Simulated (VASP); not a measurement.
Wanted: the native input for a VASP 6.6.1 run.

```yaml
Task: single point
Functional: PBE
Potentials_or_basis: VASP PAW PBE potentials, release 64 (C)
Cutoff: 520 eV
k_mesh: 10 × 10 × 6
Occupations: gaussian, width 0.1 eV
Spin: no spin polarisation
Dipole_correction: no
Further_INCAR_settings: ALGO = Fast; EDIFF = 1e-07; NBANDS = 8
```

The structure of C lies in POSCAR:

```
C
1.0
    0.6396283620     -3.9092636271      0.0000000000
    0.6396283620      3.9092636271      0.0000000000
    0.0000000000      0.0000000000      4.0342024293
C
1
Direct
    0.0000000000      0.0000000000      0.0000000000
```

The cell was built by a generator and needn't be a form met in nature.

These files were run (other wordings do the same):

INCAR

```
  PREC = Accurate
  ENCUT = 520
  EDIFF = 1E-7
  ISMEAR = 0
  SIGMA = 0.1
  LREAL = F
  LASPH = T
  NELM = 100
  ALGO = Fast
  ISIF = 2
  LWAVE = F
  LCHARG = F
  GGA = PE
  NBANDS = 8
```

KPOINTS

```
Automatic mesh
0
Gamma
  10 10 6
```

Potentials or basis: VASP PAW PBE potentials, release 64 (C).

The run is started by

```console
$ cat potpaw_PBE.64/C/POTCAR > POTCAR
$ mpirun -np 1 vasp_std > vasp.out
```

It gave:

```json
{
  "Pressure": "0.0 GPa",
  "Band gap on the k mesh": "none (metal or under the smearing width)"
}
```

Caveat: the k mesh is coarse (spacing up to 0.50 Å⁻¹), so the values aren't converged.

Wall time 18 s on 1 thread of Intel(R) Xeon(R) 6975P-C (Granite Rapids) (shared host), peak memory 0.15 GiB.
